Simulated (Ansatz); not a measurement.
# YN (rocksalt): the equilibrium volume

Aim: the volume at which the pressure of YN (rocksalt) vanishes.

Computed with Ansatz 0.2.0 (DFT PBEsol, scalar-relativistic, plane waves, PAW, unless a step's input says otherwise).

### 1 The starting structure

Symmetry: Fm-3m, No. 225, cubic system. Conventional cell: a = 4.893 Å, b = 4.893 Å, c = 4.893 Å, α = 90.00°, β = 90.00°, γ = 90.00°. Y (site symmetry m-3m) has 6 N at 2.45 Å as nearest neighbours. N (site symmetry m-3m) has 6 Y at 2.45 Å as nearest neighbours.

Structure file:

```
Y N
1.0
     0.00000    2.44660    2.44660
     2.44660    0.00000    2.44660
     2.44660    2.44660    0.00000
Y N
1 1
Direct
  0.50000 0.50000 0.50000
  0.00000 0.00000 0.00000
```

### 2 At the starting volume

Contents of input.yaml:

```yaml
crystal:
  lattice:
    - [0.0, 2.4466001003, 2.4466001003]
    - [2.4466001003, 0.0, 2.4466001003]
    - [2.4466001003, 2.4466001003, 0.0]
  atoms:
    - { symbol: "Y", position: [0.5, 0.5, 0.5] }
    - { symbol: "N", position: [0.0, 0.0, 0.0] }
basis:
  ecutwfc: 420
  ecutrho_ratio: 4
kpoints:
  mp_grid: { grid: [12, 12, 12] }
hamiltonian:
  xc: pbesol
scf:
  occupations: { method: gaussian, width: 0.05 }
output:
  forces: true
  stress: true
  eigenvalues: true
```

Started as:

```bash
$ ansatz run input.yaml --threads 8 --pin off --max-ram 15360MiB --backend cpu --events-out ev --progress --plain --runs-dir out
```

Standard output (excerpt; [...] marks lines left out):

```text
Warning: RAYON_NUM_THREADS=8 ignored (pool sized by the plan → 8); use --threads N
[...]
Pseudopotentials: kind: paw
Pseudopotential: Y, paw, valence charge 11, recommended cutoff 420 eV (normal), Y.paw.azcp
Pseudopotential: N, paw, valence charge 5, recommended cutoff 420 eV (normal), N.paw.azcp
Functional definition: PBEsol
[...]
Crystal: 2 atoms, lattice volume = 29.290 Å³
Basis set: ecut = 420 eV, 537 PW (Γ), exchange–correlation on 48×48×48 points (8 copies of the dense FFT grid, shifted against one another)
Bands: 12, of which v1, the nominal top of the filled ones, is band 8 counted from 1 (7 counted from 0)
Symmetry: 48 space group operations
Space group: Fm-3m (ITA 225), of the structure as read, at distance tolerance 3.1e-5 Å
k-points: 72 of 1728
[...]
SCF iter   1: F=—  HF=-4177.248266 eV  |F-HF|=—  |Δ(HF+E_count)|=         —  Δρ=1.43e-2  dr2=7.05e-2  ethr=1.77e-3  ⟨swp⟩=5.4  Hψ=4503  notcnv=0
[...]
SCF iter   6: F=-4177.233877 eV  HF=-4177.233877 eV  |F-HF|=3.91e-11  |Δ(HF+E_count)|=   1.22e-8  Δρ=5.88e-7  dr2=7.42e-11  ethr=1.62e-10  ⟨swp⟩=2.0  Hψ=2668  notcnv=0
[...]
SCF converged after 6 iterations
Free energy (F): -4177.233877 eV
[...]
E sigma→0 (E₀):  -4177.233864 eV
Entropy (-TS):   -0.000025 eV (-0.012 meV/atom)
Fermi energy:    11.842945 eV
[...]
--- Forces (eV/Å), atoms counted from 1 ---
  atom   1  Y      0.00000000    -0.00000000     0.00000000
  atom   2  N     -0.00000000     0.00000000     0.00000000
[...]
--- Stress (GPa, compression-positive) ---
       -3.712997       0.000000      -0.000000
       -0.000000      -3.712997      -0.000000
        0.000000       0.000000      -3.712997
  P = ⅓ Tr σ = -3.7130 GPa (-37.130 kbar)
--- Band table (eV; the first three rows and the last of 72) ---
  k-point 0: bands = ["-28.8857", "-8.5663", "-8.5663", "-8.5663", "-1.0515", "11.7842", "11.7842", "11.7842", "14.8788", "14.8788", "14.8788", "15.8452"]
[...]
```

Run time: 4.5 s. Hardware: 8 threads of Intel Xeon Platinum 8259CL at 2.50GHz (Skylake/Cascade Lake), shared host; peak memory 0.39 GiB.

Read off: volume 14.645 Å³/atom, pressure -3.71 GPa, mesh gap 0.12 eV.

### 3 Volume 14.282 Å³/atom

input.yaml: that of step 2 with these lines changed.

```diff
@@ -2,5 +2,5 @@
   lattice:
-    - [0.0, 2.4466001003, 2.4466001003]
-    - [2.4466001003, 0.0, 2.4466001003]
-    - [2.4466001003, 2.4466001003, 0.0]
+    - [0.0, 2.4262440507, 2.4262440507]
+    - [2.4262440507, 0.0, 2.4262440507]
+    - [2.4262440507, 2.4262440507, 0.0]
   atoms:
```

Started as:

```bash
$ ansatz run input.yaml --threads 8 --pin off --max-ram 15360MiB --backend cpu --events-out ev --progress --plain --runs-dir out
```

Standard output (excerpt; [...] marks lines left out):

```text
Warning: RAYON_NUM_THREADS=8 ignored (pool sized by the plan → 8); use --threads N
[...]
Pseudopotentials: kind: paw
Pseudopotential: Y, paw, valence charge 11, recommended cutoff 420 eV (normal), Y.paw.azcp
Pseudopotential: N, paw, valence charge 5, recommended cutoff 420 eV (normal), N.paw.azcp
Functional definition: PBEsol
[...]
Crystal: 2 atoms, lattice volume = 28.565 Å³
Basis set: ecut = 420 eV, 537 PW (Γ), exchange–correlation on 48×48×48 points (8 copies of the dense FFT grid, shifted against one another)
Bands: 12, of which v1, the nominal top of the filled ones, is band 8 counted from 1 (7 counted from 0)
Symmetry: 48 space group operations
Space group: Fm-3m (ITA 225), of the structure as read, at distance tolerance 3.1e-5 Å
k-points: 72 of 1728
[...]
SCF iter   1: F=—  HF=-4177.255862 eV  |F-HF|=—  |Δ(HF+E_count)|=         —  Δρ=1.44e-2  dr2=6.90e-2  ethr=1.77e-3  ⟨swp⟩=5.4  Hψ=4507  notcnv=0
[...]
SCF iter   6: F=-4177.241579 eV  HF=-4177.241579 eV  |F-HF|=2.73e-11  |Δ(HF+E_count)|=   1.01e-8  Δρ=6.84e-7  dr2=8.28e-11  ethr=1.76e-10  ⟨swp⟩=2.0  Hψ=2675  notcnv=0
[...]
SCF converged after 6 iterations
Free energy (F): -4177.241579 eV
[...]
E sigma→0 (E₀):  -4177.241550 eV
Entropy (-TS):   -0.000058 eV (-0.029 meV/atom)
Fermi energy:    12.170249 eV
[...]
--- Forces (eV/Å), atoms counted from 1 ---
  atom   1  Y      0.00000000    -0.00000000     0.00000000
  atom   2  N     -0.00000000    -0.00000000     0.00000000
[...]
--- Stress (GPa, compression-positive) ---
        0.399439      -0.000000       0.000000
       -0.000000       0.399439      -0.000000
       -0.000000       0.000000       0.399439
  P = ⅓ Tr σ = 0.3994 GPa (3.994 kbar)
--- Band table (eV; the first three rows and the last of 72) ---
  k-point 0: bands = ["-28.4266", "-8.0858", "-8.0858", "-8.0858", "-0.7626", "12.1343", "12.1343", "12.1343", "15.2665", "15.2665", "15.2665", "16.4284"]
[...]
```

It took 0.57 s on 8 threads of Intel Xeon Platinum 8259CL at 2.50GHz (Skylake/Cascade Lake), shared host; peak memory 0.38 GiB.

In short: volume 14.282 Å³/atom, pressure 0.40 GPa, gap on the mesh 0.07 eV.

### 4 Next volume: 14.316 Å³/atom

input.yaml: that of step 3 with these lines changed.

```diff
@@ -2,5 +2,5 @@
   lattice:
-    - [0.0, 2.4262440507, 2.4262440507]
-    - [2.4262440507, 0.0, 2.4262440507]
-    - [2.4262440507, 2.4262440507, 0.0]
+    - [0.0, 2.4281164291, 2.4281164291]
+    - [2.4281164291, 0.0, 2.4281164291]
+    - [2.4281164291, 2.4281164291, 0.0]
   atoms:
```

Started as:

```bash
$ ansatz run input.yaml --threads 8 --pin off --max-ram 15360MiB --backend cpu --events-out ev --progress --plain --runs-dir out
```

Standard output (excerpt; [...] marks lines left out):

```text
Warning: RAYON_NUM_THREADS=8 ignored (pool sized by the plan → 8); use --threads N
[...]
Pseudopotentials: kind: paw
Pseudopotential: Y, paw, valence charge 11, recommended cutoff 420 eV (normal), Y.paw.azcp
Pseudopotential: N, paw, valence charge 5, recommended cutoff 420 eV (normal), N.paw.azcp
Functional definition: PBEsol
[...]
Crystal: 2 atoms, lattice volume = 28.631 Å³
Basis set: ecut = 420 eV, 537 PW (Γ), exchange–correlation on 48×48×48 points (8 copies of the dense FFT grid, shifted against one another)
Bands: 12, of which v1, the nominal top of the filled ones, is band 8 counted from 1 (7 counted from 0)
Symmetry: 48 space group operations
Space group: Fm-3m (ITA 225), of the structure as read, at distance tolerance 3.1e-5 Å
k-points: 72 of 1728
[...]
SCF iter   1: F=—  HF=-4177.255911 eV  |F-HF|=—  |Δ(HF+E_count)|=         —  Δρ=1.44e-2  dr2=6.91e-2  ethr=1.77e-3  ⟨swp⟩=5.4  Hψ=4506  notcnv=0
[...]
SCF iter   6: F=-4177.241626 eV  HF=-4177.241626 eV  |F-HF|=3.18e-11  |Δ(HF+E_count)|=   1.03e-8  Δρ=6.88e-7  dr2=8.59e-11  ethr=1.75e-10  ⟨swp⟩=2.0  Hψ=2668  notcnv=0
[...]
SCF converged after 6 iterations
Free energy (F): -4177.241626 eV
[...]
E sigma→0 (E₀):  -4177.241599 eV
Entropy (-TS):   -0.000055 eV (-0.027 meV/atom)
Fermi energy:    12.139757 eV
[...]
--- Forces (eV/Å), atoms counted from 1 ---
  atom   1  Y      0.00000000    -0.00000000    -0.00000000
  atom   2  N     -0.00000000     0.00000000    -0.00000000
[...]
--- Stress (GPa, compression-positive) ---
        0.001125       0.000000       0.000000
       -0.000000       0.001125      -0.000000
        0.000000       0.000000       0.001125
  P = ⅓ Tr σ = 0.0011 GPa (0.011 kbar)
--- Band table (eV; the first three rows and the last of 72) ---
  k-point 0: bands = ["-28.4692", "-8.1305", "-8.1305", "-8.1305", "-0.7896", "12.1017", "12.1017", "12.1017", "15.2304", "15.2304", "15.2304", "16.3739"]
[...]
```

Wall time 0.56 s (8 threads of Intel Xeon Platinum 8259CL at 2.50GHz (Skylake/Cascade Lake), shared host); peak memory 0.38 GiB.

This gives: volume 14.316 Å³/atom, pressure 0.00 GPa, mesh gap 0.08 eV.

### 5 Pressure against volume so far

| step | level | mesh | relaxed | volume (Å³/atom) | pressure (GPa) |
| --- | --- | --- | --- | --- | --- |
| 2 | PBEsol | 12×12×12 | nothing | 14.645 | -3.71 |
| 3 | PBEsol | 12×12×12 | nothing | 14.282 | 0.40 |
| 4 | PBEsol | 12×12×12 | nothing | 14.316 | 0.00 |

How the cell compares, before and after:

| cell as typed | before | after | change |
| --- | --- | --- | --- |
| a (Å) | 3.460 | 3.434 | -0.8 % |
| b (Å) | 3.460 | 3.434 | -0.8 % |
| c (Å) | 3.460 | 3.434 | -0.8 % |
| volume (Å³/atom) | 14.645 | 14.316 | -2.2 % |
| shortest distance (Å) | 2.447 | 2.428 | -0.8 % |
| space group | Fm-3m | Fm-3m | same |

### 6 Outcome

```
         quantity                                                                      value
           volume                                                             14.316 Å³/atom
         pressure                                                                   0.00 GPa
conventional cell  a = 4.856 Å, b = 4.856 Å, c = 4.856 Å, α = 90.00°, β = 90.00°, γ = 90.00°
  gap on the mesh                                                                    0.08 eV
```

**Reading.** Over the 3 runs shown the cell moved from 14.64 to 14.32 Å³/atom, a change of -2.2 %, where the pressure is zero within 0.01 GPa.
